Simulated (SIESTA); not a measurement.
## VO2 under changes of volume

One of the cells (10.308 Å³/atom); the others are scaled copies at fixed shape and fractional positions:

```
CELL_PARAMETERS angstrom
4.50720 0.00000 0.00000
0.00000 4.50720 0.00000
0.00000 0.00000 3.04445
ATOMIC_POSITIONS crystal
V 0.50000 0.50000 0.50000
V 0.00000 0.00000 0.00000
O 0.20036 0.79964 0.50000
O 0.79964 0.20036 0.50000
O 0.70036 0.70036 0.00000
O 0.29964 0.29964 0.00000
```

The cell is a database's computed one.

| Property | Result |
| --- | --- |
| Program | SIESTA 5.4.2 |
| Functional | AM05 |
| Potentials or basis | PseudoDojo 0.4 standard (PBEsol files) |
| Basis | DZP (energy shift 0.003 Ry; two zetas on semicore shells) |
| Grid cutoff | 800 Ry |
| Energy shift | 0.003 Ry |
| k mesh | 4 × 4 × 6 |
| Occupations | fermi-dirac, width 0.05 eV |
| Spin | collinear spin, ferromagnetic start |
| Starting moments | [2.0, 2.0, 0.0, 0.0, 0.0, 0.0] μB |

```csv
volume (Å³/atom),energy over the lowest point (meV/atom),pressure (GPa),largest force (eV/Å)
9.689,0.00,0.5,0.274
9.896,2.94,-4.7,0.288
10.102,12.24,-9.4,0.299
10.308,27.16,-13.5,0.309
10.514,47.09,-17.2,0.320
10.720,?,?,?
10.926,99.76,-23.3,0.336
```

Problem. What does the run at 10.720 Å³/atom give?

Solution. Energy over the lowest point 71.45 meV/atom; pressure -20.4 GPa; largest force 0.328 eV/Å.

Worked out: A Birch-Murnaghan fit of order 3 (a polynomial in V^(-2/3)) to the other rows has its minimum at 9.70 Å³/atom with B0 = V·E''(V) = 260 GPa and B' = 4.6 at fixed shape and positions, which overstates the stiffness. It gives 71.46 meV/atom at 10.720 Å³/atom, against the run's 71.45, and -dE/dV = -20.5 GPa, against -20.4.

Energies are extrapolated to zero smearing.

Caveats: the potentials were made for another functional, which shifts forces and pressure; the basis of atomic orbitals isn't converged, which shifts pressures, moduli and gaps.
